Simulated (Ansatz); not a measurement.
A generator proposed this cell of PbSe.

```
CELL_PARAMETERS angstrom
-1.84733 1.84733 6.25107
1.84733 -1.84733 6.25107
1.84733 1.84733 -6.25107
ATOMIC_POSITIONS crystal
Pb 0.54200 0.54200 0.00000
Pb 0.29200 0.79200 0.50000
Se 0.95800 0.95800 0.00000
Se 0.70800 0.20800 0.50000
```

Level of theory: Ansatz 0.2.0, DFT PBE, scalar-relativistic, plane waves, PAW. Plane waves to 420 eV, a k mesh through Γ of 6×6×6 on the computed 4-atom cell and Gaussian smearing (0.10 eV); no spin polarisation.

Energies over the elements count from the elements' standard structures at the same level, with no fitted energy shifts.

Question: What does a single point on this coarse mesh give?

Answer: The pressure is 32.0 GPa (the mean over three directions, positive in compression), the largest force is 0.23 eV/Å, and the energy is +0.21 eV/atom against the elements. The shortest distance is 2.78 Å.

Question: Is it a good guess?

Answer: A rough one: relaxing gains about 0.66 eV/atom in 11 ionic steps and ends at −0.445 eV/atom on the finer mesh. The symmetry stays I4_1md (No. 109). The volume per atom grows by 41.7 %, from 21.3 to 30.2 Å³. The shortest distance goes from 2.78 Å (Pb–Se) to 3.12 Å (Pb–Se). Conventional cell: a = 4.024 Å, c = 14.936 Å. Pb is surrounded by 6 Se at 3.12–3.18 Å; around Se lie 6 Pb at 3.12–3.18 Å.

The last run used a 10×10×10 mesh for its 4-atom cell and Gaussian smearing of 0.02 eV. Spin–orbit coupling, which can matter for Pb, is left out. The reference form of Se is held partly by dispersion forces, which this level lacks. The relaxation can't lower the symmetry of the start, and the grade says only how near the guess is to its own end. A structure relaxed within its symmetry needn't be a true minimum. Another cell of PbSe relaxed alike, in Fm-3m, lies 120 meV/atom lower, so this cell isn't the stable form at this level.
